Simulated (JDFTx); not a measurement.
As under changes of volume

One of the cells (21.530 Å³/atom); the others are scaled copies at fixed shape and fractional positions:

```xyz
2
Lattice="1.8808 1.0859 3.5141 -1.8808 1.0859 3.5141 0.0000 -2.1718 3.5141" Properties=species:S:1:pos:R:3 pbc="T T T"
As    0.0000    0.0000    2.3825
As    0.0000    0.0000    8.1597
```

- Program: JDFTx 1.7.0 (patched build)
- Functional: PBEsol
- Potentials or basis: PseudoDojo-SR-PBEsol-0.4.1-standard with smoothed tails
- Cutoff: 1143 eV
- Density cutoff: 9143 eV
- k mesh: 9 × 9 × 9
- Occupations: fermi-dirac, width 0.05 eV
- Spin: no spin polarisation

| volume (Å³/atom) | energy over the lowest point (meV/atom) | pressure (GPa) | largest force (eV/Å) |
| --- | --- | --- | --- |
| 20.239 | 23.75 | 5.8 | 0.828 |
| 20.669 | 10.85 | 3.8 | 0.668 |
| 21.100 | 3.10 | 2.0 | 0.518 |
| 21.530 | 0.00 | 0.3 | 0.376 |
| 21.961 | ? | ? | ? |
| 22.392 | 5.99 | -2.5 | 0.119 |
| 22.822 | 14.30 | -3.7 | 0.003 |

Task: What does the run at 21.961 Å³/atom give?

Result: Energy over the lowest point 1.10 meV/atom; pressure -1.2 GPa; largest force 0.244 eV/Å.

Worked out: A Birch-Murnaghan fit of order 3 (a polynomial in V^(-2/3)) to the other rows has its minimum at 21.63 Å³/atom with B0 = V·E''(V) = 77 GPa and B' = 4.1 at fixed shape and positions, which overstates the stiffness. It gives 1.10 meV/atom at 21.961 Å³/atom, against the run's 1.10, and -dE/dV = -1.1 GPa, against -1.2.

Energies are extrapolated to zero smearing.
